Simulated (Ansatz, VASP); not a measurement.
## Two plane-wave programs on WS2

The input INCAR:

```
SYSTEM = WS2
  PREC = Accurate
  ENCUT = 520
  EDIFF = 1E-6
  ISMEAR = 0
  SIGMA = 0.01
  LREAL = .FALSE.
  LASPH = .TRUE.
  NELM = 100
  ALGO = Normal
  ISIF = 2
  LWAVE = .FALSE.
  LCHARG = .TRUE.
  GGA = PE
  LELF = .TRUE.
  LVHAR = .TRUE.
  NBANDS = 20
```

File KPOINTS:

```
Automatic mesh
0
G
  6 6 2
  0 0 0
```

POSCAR

```
WS2
1.0
    3.1697138084      0.0000000000      0.0000000000
   -1.5848569042      2.7450526808      0.0000000000
    0.0000000000      0.0000000000     16.9263323846
W S
1 2
Direct
    0.3333333333      0.6666666667      0.0000000000
    0.6666666667      0.3333333333      0.9076849995
    0.6666666667      0.3333333333      0.0923150005
```

Input for Ansatz:

```yaml
crystal:
  lattice:
    - [3.1697138084, 0.0, 0.0]
    - [-1.5848569042, 2.7450526808, 0.0]
    - [0.0, 0.0, 16.9263323846]
  atoms:
    - { symbol: W, position: [0.3333333333, 0.6666666667, 0.0] }
    - { symbol: S, position: [0.6666666667, 0.3333333333, 0.9076849995] }
    - { symbol: S, position: [0.6666666667, 0.3333333333, 0.0923150005] }
kpoints:
  mp_grid: { grid: [6, 6, 2] }
hamiltonian:
  xc: pbe
scf:
  occupations: { method: fixed }
  n_extra_bands: 4
output:
  forces: true
  stress: true
  eigenvalues: true
```

Alike in both runs: task single point; functional PBE; k mesh 6 × 6 × 2; no spin polarisation.

|  | VASP | Ansatz |
| --- | --- | --- |
| version | VASP 6.6.1 | Ansatz 0.2.0 |
| potentials or method | VASP PAW PBE potentials, release 64 (W_sv, S) | plane waves, PAW |
| plane-wave cutoff (eV) | 520 | 420 |
| occupations | gaussian, width 0.01 eV | fixed |
| valence electrons in the cell | 26 | 26 |

Ansatz gave:

| Property | Result |
| --- | --- |
| gap on the k mesh at the Fermi level (eV) | 1.85 |
| rms of the force components (eV/Å) | 0.142 |

Task: What did VASP give for the same quantities?

Result: gap on the k mesh at the Fermi level (eV): 1.85; rms of the force components (eV/Å): 0.144.

Atom by atom the forces differ by 0.002 eV/Å (rms over components).

Caveats: spin-orbit coupling is left out, which moves the levels of the heavy elements.
